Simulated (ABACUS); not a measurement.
# NbAs (I4_1md) in ABACUS: reference runs, part 2 of 2

ABACUS 3.10.1.

### Step 3. Single point, PBEsol (atoms moved at random, drawn with an rms of 0.05 Å)

INPUT

```
INPUT_PARAMETERS
suffix              NbAs
calculation         scf
basis_type          pw
pseudo_dir          ./
symmetry            1
dft_functional      pbesol
ecutwfc             84
pseudo_rcut         7
nspin               1
nbands              34
ks_solver           dav
smearing_method     fd
smearing_sigma      0.00367493
scf_thr             1e-08
scf_nmax            100
mixing_type         broyden
mixing_beta         0.7
cal_force           1
cal_stress          1
kpar                4
```

STRU

```
ATOMIC_SPECIES
Nb 92.9064 Nb.upf
As 74.9216 As.upf

LATTICE_CONSTANT
1.8897261246

LATTICE_VECTORS
-1.7258500000 1.7258500000 5.8400000000
1.7258500000 -1.7258500000 5.8400000000
1.7258500000 1.7258500000 -5.8400000000

ATOMIC_POSITIONS
Direct

Nb
0.0
2
0.5064570000 -0.0011570000 0.5128730000 1 1 1
0.7511050000 0.7596630000 0.0070210000 1 1 1

As
0.0
2
0.8934080000 0.4210190000 0.4965690000 1 1 1
0.1596040000 0.1701210000 0.0020040000 1 1 1
```

KPT

```
K_POINTS
0
Gamma
11 11 11 0 0 0
```

Potentials or basis: PseudoDojo NC SR 0.4.1 PBEsol standard, plane waves.

Launch:

```sh
> OMP_NUM_THREADS=1 mpirun -np 4 abacus > log
```

running log:

```text
ABACUS v3.10.1

               Atomic-orbital Based Ab-initio Computation at UStc

 ------------------------------------------------------------------------------------

 READING GENERAL INFORMATION
                           global_out_dir = OUT.NbAs/
                           global_in_card = INPUT
                               pseudo_dir = ./
                              orbital_dir =
                                    DSIZE = 4
                                    GSIZE = 1

 READING UNITCELL INFORMATION
                                    ntype = 2
                  lattice constant (Bohr) = 1.88973
              lattice constant (Angstrom) = 1

 READING ATOM TYPE 1
                               atom label = Nb
                      L=0, number of zeta = 1
                      L=1, number of zeta = 1
                      L=2, number of zeta = 1
             number of atom for this type = 2

 READING ATOM TYPE 2
                               atom label = As
                      L=0, number of zeta = 1
                      L=1, number of zeta = 1
                      L=2, number of zeta = 1
             number of atom for this type = 2

                        TOTAL ATOM NUMBER = 4
DIRECT COORDINATES
    atom                   x                   y                   z     mag                  vx                  vy                  vz
taud_Nb1            0.5064570000        0.9988430000        0.5128730000  0.0000        0.0000000000        0.0000000000        0.0000000000
taud_Nb2            0.7511050000        0.7596630000        0.0070210000  0.0000        0.0000000000        0.0000000000        0.0000000000
taud_As1            0.8934080000        0.4210190000        0.4965690000  0.0000        0.0000000000        0.0000000000        0.0000000000
taud_As2            0.1596040000        0.1701210000        0.0020040000  0.0000        0.0000000000        0.0000000000        0.0000000000

                          Volume (Bohr^3) = 469.543
                             Volume (A^3) = 69.579

 Lattice vectors: (Cartesian coordinate: in unit of a_0)
             -1.72585            +1.72585               +5.84
             +1.72585            -1.72585               +5.84
             +1.72585            +1.72585               -5.84
[... 231 lines left out ...]

 Notice: Threshold on eigenvalues was too large.
 hsover_error=0.56 > DRHO=0.545681
 Origin diag ethr = 0.01
 New diag ethr = 0.000974429

 Density error is 0.546215941723
                          Error Threshold = 0.000974429493688
----------------------------------------------------------
     Energy           Rydberg                 eV
----------------------------------------------------------
 E_KohnSham     -672.7405762454      -9153.1051127402
 E_Harris       -675.8749136871      -9195.7499614030
 E_Fermi        1.2792380201         17.4049261718
----------------------------------------------------------
[... 87 lines left out ...]
 Density error is 3.05356085163e-09
                          Error Threshold = 9.74911576142e-11
----------------------------------------------------------
     Energy           Rydberg                 eV
----------------------------------------------------------
 E_KohnSham     -672.9507401346      -9155.9645391476
 E_KS(sigma->0) -672.9505171275      -9155.9615049806
 E_Harris       -672.9506176205      -9155.9628722574
 E_band         -35.0441878250       -476.8006362027
 E_one_elec     -211.6108664623      -2879.1135426045
 E_Hartree      140.1494474320       1906.8310566272
 E_xc           -146.2823977285      -1990.2741262096
 E_Ewald        -455.2064773617      -6193.4018586267
 E_entropy(-TS) -0.0004460142        -0.0060683339
 E_descf        0.0000000000         0.0000000000
 E_exx          0.0000000000         0.0000000000
 E_Fermi        1.2098685691         16.4611063706
----------------------------------------------------------

 charge density convergence is achieved
 final etot is -9155.9645391 eV
 EFERMI = 16.461106371 eV

 STATE ENERGY(eV) AND OCCUPATIONS    NSPIN == 1
 1/167 kpoint (Cartesian) = 0.0000 0.0000 0.0000 (6137 pws)
       1       -38.5849     0.00150263
       2       -38.5274     0.00150263
       3       -19.1775     0.00150263
       4       -19.1443     0.00150263
       5       -19.1363     0.00150263
       6       -19.1259     0.00150263
[... 206 lines left out ...]
      33        19.2769    1.04677e-27
      34        19.9068    3.53916e-33

[... levels at 161 further k points ...]

------------------------------------------------------------------------------------------
 TOTAL-FORCE (eV/Angstrom)
------------------------------------------------------------------------------------------
                       Nb1         0.2824042582        -0.9242847755        -0.1030645804
                       Nb2         0.0141361727        -0.0065885487        -1.4769765891
                       As1        -0.3470236135         0.6353756987         1.3185044285
                       As2         0.0504831826         0.2954976254         0.2615367410
------------------------------------------------------------------------------------------

----------------------------------------------------------------
 TOTAL-STRESS (KBAR)
----------------------------------------------------------------
        -6.4895132670        -2.4333819972         2.0959010104
        -2.4333819972       -39.1462256931        -5.1724137382
         2.0959010104        -5.1724137382         5.1551169774
----------------------------------------------------------------
 TOTAL-PRESSURE: -13.493541 KBAR

 --------------------------------------------
 !FINAL_ETOT_IS -9155.9645391475733049 eV
 --------------------------------------------
```

stdout:

```text
ABACUS
v3.10.1

               Atomic-orbital Based Ab-initio Computation at UStc

[... 37 lines left out ...]
----------------------------------------------------------------
 TOTAL-STRESS (KBAR)
----------------------------------------------------------------
        -6.4895132670        -2.4333819972         2.0959010104
        -2.4333819972       -39.1462256931        -5.1724137382
         2.0959010104        -5.1724137382         5.1551169774
----------------------------------------------------------------
 TOTAL-PRESSURE: -13.493541 KBAR
```

Wall time 9.8 min (4 MPI ranks of AMD EPYC 9R45 (Zen 5), shared host); peak memory 3 GiB.

Results:

```
Free energy            : -9155.9645 eV
Pressure               : -1.3 GPa
Largest force          : 1.504 eV/Å
Band gap on the k mesh : none (metal or under the smearing width)
```

Forces in eV/Å, atoms in the order of the input:
```
Nb   0.282 -0.924 -0.103
Nb   0.014 -0.007 -1.477
As  -0.347  0.635  1.319
As   0.050  0.295  0.262
```

Stress tensor (GPa, compression positive):
```
-0.65 -0.24  0.21
-0.24 -3.91 -0.52
 0.21 -0.52  0.52
```

Caveat: there are fewer bands than atomic start orbitals, so a level may be missed at k points of high symmetry.
